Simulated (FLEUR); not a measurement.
Er: single point with PBE

Er:

```
Er
1.0
     0.00000    2.47984    2.47984
     2.47984    0.00000    2.47984
     2.47984    2.47984    0.00000
Er
1
Cartesian
  0.0000 0.0000 0.0000
```

This isn't the form of Er at room conditions, which is hcp.

```yaml
Program: FLEUR MaX-R8.1 (later development tree)
Task: single point
Functional: PBE
Potentials_or_basis: all-electron
Basis: FLAPW
Kmax: 4.1 1/bohr
k_mesh: 9 × 9 × 9
Occupations: fermi-dirac, width 0.05 eV
Spin: collinear spin, ferromagnetic start
Starting_moments: "[4.5] μB"
```

```yaml
Band_gap_on_the_k_mesh: none (metal or under the smearing width)
Net_moment: 2.21 μB per cell
Site_moments: Er +2.33 μB
Valence_electrons_inside_the_program's_atomic_spheres: Er 20.06 (radii Er 2.66 bohr)
```

Levels at points of the mesh, in eV from the Fermi level:
Spin up:
| k point | band 9 | band 10 | band 11 | band 12 | band 13 | band 14 | band 15 | band 16 |
| --- | --- | --- | --- | --- | --- | --- | --- | --- |
| (0.00, 0.00, 0.00) | -1.94 | -1.79 | -1.79 | -1.79 | 2.73 | 2.73 | 2.73 | 5.16 |
Spin down:
```
           k point  band 8  band 9  band 10  band 11  band 12  band 13
(0.00, 0.00, 0.00)   -0.11   -0.11     0.08     0.08     0.08     2.80
```

Core levels (eV from the Fermi level):
```tsv
atom	levels
1 Er	1s1/2 -57307.3, 2s1/2 -9620.4, 2p1/2 -9162.2, 2p3/2 -8245.3, 3s1/2 -2155.0, 3p1/2 -1954.1, 3p3/2 -1761.6, 4s1/2 -424.8, 3d3/2 -1418.4, 3d5/2 -1376.3, 4p1/2 -344.5, 4p3/2 -301.1, 4d3/2 -169.1, 4d5/2 -161.2
```

Run time: 2.8 min on 1 thread of Arm Neoverse V1 (shared host), peak memory 0.08 GiB.

Caveat: the magnetic or orbital state may not be the lowest; spin-orbit coupling is left out, which moves the levels of the heavy elements. The state reached can hang on the start; a lower one may exist.
